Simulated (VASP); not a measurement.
The system is ZrN.

```
Zr N
1.0
     0.00000    2.29427    2.29427
     2.29427    0.00000    2.29427
     2.29427    2.29427    0.00000
Zr N
1 1
Direct
  0.50000 0.50000 0.50000
  0.00000 0.00000 0.00000
```

The cell is a database's computed one.

* Program: VASP 6.6.1
* Task: relaxation of cell and atoms
* Functional: PBE
* Dispersion: D3(BJ)
* Potentials or basis: VASP PAW PBE potentials, release 64 (Zr_sv, N)
* Cutoff: 600 eV
* k mesh: 16 × 16 × 16
* Occupations: gaussian, width 0.1 eV
* Spin: no spin polarisation

At the start: pressure -4.7 GPa; volume 12.08 Å³/atom.

**Question.** Where does the relaxation end?

**Answer.** Over 3 steps the energy falls by 3.4 meV/atom and the volume is 11.85 Å³/atom (-1.8 %); space group Fm-3m (No. 225, to 0.05 Å).

Step by step:
```tsv
step	energy change (eV)	largest force (eV/Å)	pressure (GPa)	volume (Å³)
1	0.0000	0.0000	-4.74	24.15
2	0.0155	0.0000	9.45	22.92
3	-0.0068	0.0000	-0.03	23.71
```

Final structure:
```
Zr N
1.0
     0.00000    2.28006    2.28006
     2.28006    0.00000    2.28006
     2.28006    2.28006    0.00000
Zr N
1 1
Direct
  0.50000 0.50000 0.50000
  0.00000 0.00000 0.00000
```

Caveat: pairwise dispersion overbinds metals, which lowers pressure and volume.
